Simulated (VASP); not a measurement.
A run of VASP 6.6.1 is set up as follows.

INCAR

```
PREC = Accurate
ENCUT = 300
EDIFF = 1E-7
ISMEAR = 0
SIGMA = 0.1
LREAL = False
LASPH = True
NELM = 80
ALGO = Normal
ISIF = 3
LWAVE = False
LCHARG = False
GGA = PS
IBRION = 2
NSW = 90
EDIFFG = -0.005
```

Contents of KPOINTS:

```
Automatic mesh
0
Gamma
  18 18 10
```

Contents of POSCAR:

```
Ir
1.0
    2.7181147100      0.0000000000      0.0000000000
   -1.3590573500      2.3539563900      0.0000000000
    0.0000000000      0.0000000000      4.4386813200
Ir
2
Direct
    0.3333333300      0.6666666700      0.2500000000
    0.6666666700      0.3333333300      0.7500000000
```

Potentials or basis: VASP PAW PBE potentials, release 64 (Ir).

The run is started by

```console
$ cat potpaw_PBE.64/Ir/POTCAR > POTCAR
$ mpirun -np 1 vasp_std > vasp.out
```

Problem. Estimate the relaxed cell.

Solution. a = 2.719 Å, b = 2.719 Å, c = 4.409 Å, α = 90.00°, β = 90.00°, γ = 120.00°.

Problem. Estimate the space group after relaxing (to 0.05 Å).

Solution. P6_3/mmc (No. 194).

The path:
```
step  energy change (eV)  largest force (eV/Å)  pressure (GPa)  volume (Å³)
   1              0.0000                0.0000           -2.27        28.40
   2              0.0179                0.0000            9.81        27.58
   3             -0.0020                0.0000            0.45        28.20
   4             -0.0022                0.0000           -0.34        28.26
   5             -0.0024                0.0000           -0.01        28.23
```

Caveat: the PAW data sets were made with another functional, which shifts forces and pressure a little. Spin-orbit coupling is left out, which matters for the levels of Ir.
